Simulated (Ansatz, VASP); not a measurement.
**ZnSe in VASP and in Ansatz**

```
Zn Se
1.0
     0.00000    2.86588    2.86588
     2.86588    0.00000    2.86588
     2.86588    2.86588    0.00000
Zn Se
1 1
Cartesian
  0.0000 0.0000 0.0000
  1.4329 1.4329 1.4329
```

Alike in both runs: functional PBE; k mesh 8 × 8 × 8; occupations gaussian, width 0.02 eV; no spin polarisation.

Ansatz relaxed the structure, and its values are those at the end. VASP's run is a single point on that final structure, the one shown.

|  | VASP | Ansatz |
| --- | --- | --- |
| version | VASP 6.6.1 | Ansatz 0.2.0 |
| potentials or method | VASP PAW PBE potentials, release 64 (Zn, Se) | scalar-relativistic, plane waves, PAW |
| plane-wave cutoff (eV) | 520 | 420 |
| valence electrons in the cell | 18 | 28 |

```tsv
	VASP	Ansatz	Ansatz less VASP
gap on the k mesh at the Fermi level (eV)	1.16	1.15	-0.001
least direct gap on the mesh (eV)	1.16	1.15	-0.001
pressure (GPa)	0.2	0.0	-0.21
```

The two sets of potentials don't hold the same shells in valence.

PBE gaps usually lie below the measured ones, often by a third to a half.
